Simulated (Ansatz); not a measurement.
## Ge: what symmetry allows forces and stress to be

```yaml
crystal:
  lattice:
    - [4.16852, 0.00000, 0.00000]
    - [-2.08426, 3.61005, 0.00000]
    - [0.00000, 0.00000, 6.98056]
  atoms:
    - { symbol: Ge, position: [0.66667, 0.33333, 0.06745] }
    - { symbol: Ge, position: [0.33333, 0.66667, 0.56745] }
    - { symbol: Ge, position: [0.66667, 0.33333, 0.43255] }
    - { symbol: Ge, position: [0.33333, 0.66667, 0.93255] }
```

These are results of Ansatz, DFT PBE, scalar-relativistic, plane waves, PAW, not measurements.

Plane waves to 420 eV, a k mesh through Γ of 12×12×6 on the computed 4-atom cell and Gaussian smearing (0.10 eV); no spin polarisation.

This distorted cell has space group P6_3/mmc, with 24 operations.

Q: Without a calculation: in which directions can each atom feel a force?

A: A force must be left unchanged by every operation that keeps its atom in place, so it lies in the space that those operations leave fixed. Atoms that the group maps onto each other feel forces of one size.
```tsv
atom	site symmetry	operations at the site	equivalent to atom	allowed force (Cartesian)
Ge1	3m.	6	1	along (0.00, 0.00, 1.00)
Ge2	3m.	6	1	along (0.00, 0.00, 1.00)
Ge3	3m.	6	1	along (0.00, 0.00, 1.00)
Ge4	3m.	6	1	along (0.00, 0.00, 1.00)
```

That leaves 1 independent force component of 12. A relaxation in this cell that keeps the symmetry moves the atoms in these directions alone.

Q: And the stress tensor?

A: It must be invariant under the point group, which leaves 2 independent components: yz, xz, xy vanish; xx = yy.

Q: Do the computed values obey this?

A: Yes. Forces (eV/Å):
```
Ge1  0.000  0.000 -0.502
Ge2  0.000  0.000 -0.502
Ge3  0.000  0.000  0.502
Ge4  0.000  0.000  0.502
```

Stress (GPa, compression positive, xx yy zz yz xz xy): -4.48 -4.48 -4.69 0.00 0.00 0.00. The program imposes the same operations on density, forces and stress, so this confirms the analysis and is no independent test of the calculation.

This form isn't the element's structure at ambient conditions.